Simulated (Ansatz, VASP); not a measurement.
## Ru in VASP and in Ansatz

```
CELL_PARAMETERS angstrom
4.26761 0.00000 0.00000
-2.13381 3.69586 0.00000
0.00000 0.00000 2.68332
ATOMIC_POSITIONS crystal
Ru 0.33333 0.66667 0.50000
Ru 0.00000 0.00000 0.00000
Ru 0.66667 0.33333 0.50000
```

Alike in both runs: functional PBE; k mesh 12 × 12 × 18; occupations gaussian, width 0.1 eV; no spin polarisation.

Ansatz relaxed the structure, and its values are those at the end. VASP's run is a single point on that final structure, the one shown.

```csv
,VASP,Ansatz
version,VASP 6.6.1,Ansatz 0.2.0
potentials or method,"VASP PAW PBE potentials, release 64 (Ru_pv)","scalar-relativistic, plane waves, PAW"
plane-wave cutoff (eV),520,420
valence electrons in the cell,42,48
```

|  | VASP | Ansatz | Ansatz less VASP |
| --- | --- | --- | --- |
| gap on the k mesh at the Fermi level (eV) | none | none | - |
| pressure (GPa) | 0.0 | 0.0 | +0.02 |

A gap of «none» marks a metal or a gap that the smearing closes. The two sets of potentials don't hold the same shells in valence.
